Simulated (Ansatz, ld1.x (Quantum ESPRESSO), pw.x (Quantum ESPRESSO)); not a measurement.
## molybdenum: one change to the RRKJ potential, in the atom and in the sc crystal

- Element: molybdenum
- Generator: ld1.x (Quantum ESPRESSO) 7.5
- Type: norm-conserving RRKJ (Kleinman–Bylander form)
- Functional: PBE
- Relativity: scalar-relativistic
- Frozen core: [Kr]
- Valence charge: 6
- Reference configuration: 4d5 5s1 5p0
- Partial waves: 5p (bound, empty): rc 4.20 bohr; 4d (bound): rc 1.35 bohr; 5s (bound): rc 2.65 bohr
- Local potential: the s channel
- Core correction: none
- rho0: 0.005

Change: core correction a·sin(br)/r model core inside 0.60 bohr.

Cutoffs, loose and tight: the cutoffs (Ry, on a coarse ladder) from which the occupation-weighted sum of valence levels, in a spherical-Bessel basis at the reference potential, stays within 10 and 1 mRy of its value at 400 Ry. They do not see the model core or the augmentation charge, which bear on the density cutoff. Test errors are all-electron minus pseudo excitation energies from the reference, over the configurations 4d5 5s0 5p0; 4d4 5s0 5p0; 4d3 5s0 5p0; 4d5 5s0.5 5p0; 4d2 5s0 5p0; 4d4 5s1 5p1; 4d4 5s1 5p0; variants that change the core or the reference have their own tests.

Crystal test: sc Mo in pw.x 7.5, no spin, 13³ k-points, Fermi–Dirac smearing 0.01 Ry, cutoffs set for each file from its atomic test. The reference is all-electron LAPW (Ansatz 0.2.0) with the same functional, mesh and smearing; V0 and B0 come from Birch–Murnaghan fits to the pressures at five volumes. Errors are pseudo minus all-electron; Δ is the rms difference of the E(V) curves that follow from these fits, minima aligned, over ±6 % about the mean V0. Mesh and smearing are coarse, so the numbers serve the comparison and aren't converged zero-temperature values; the lattice is a test structure that the element need not adopt.

All-electron: a0 = 2.601 Å (V0 = 17.59 Å³/atom), B0 = 191.2 GPa.

Task: Does the change bring the crystal closer to the all-electron result?

Result: The mean pressure error goes from +9.72 to +21.51 GPa, so the change moves the solid further from the all-electron pressures.

```json
{"quantity": "outcome (atom)", "base": "generated", "changed": "generated"}
{"quantity": "cutoff, loose (atom)", "base": "50 Ry", "changed": "50 Ry"}
{"quantity": "cutoff, tight (atom)", "base": "90 Ry", "changed": "90 Ry"}
{"quantity": "bound ghosts (atom)", "base": "none", "changed": "none"}
{"quantity": "largest test error (meV) (atom)", "base": "-511", "changed": "-1795"}
{"quantity": "cutoffs in pw.x (Ry)", "base": "110/440", "changed": "110/440"}
{"quantity": "a0 (Å)", "base": "2.644", "changed": "–"}
{"quantity": "a0 error (%)", "base": "+1.67", "changed": "–"}
{"quantity": "B0 error (%)", "base": "-6.9", "changed": "–"}
{"quantity": "Δ (meV/atom)", "base": "36.2", "changed": "–"}
{"quantity": "mean pressure error (GPa)", "base": "+9.72", "changed": "+21.51"}
```

A dash: not determined, or the minimum lies outside the volumes sampled.

Base: The largest radius (4.20 bohr) exceeds half the bond length (2.46 bohr), so the spheres overlap, which is one possible source of error among others. This is a poor potential for the solid. Changed file: The largest radius (4.20 bohr) exceeds half the bond length (2.46 bohr), so the spheres overlap, which is one possible source of error among others. This is a poor potential for the solid. The free energy does not fall steadily as the cutoff rises, most likely since the density grid, which shrinks with it, is too coarse for the model core; the lower cutoffs are not converged. The atomic cutoffs weigh occupied waves only.
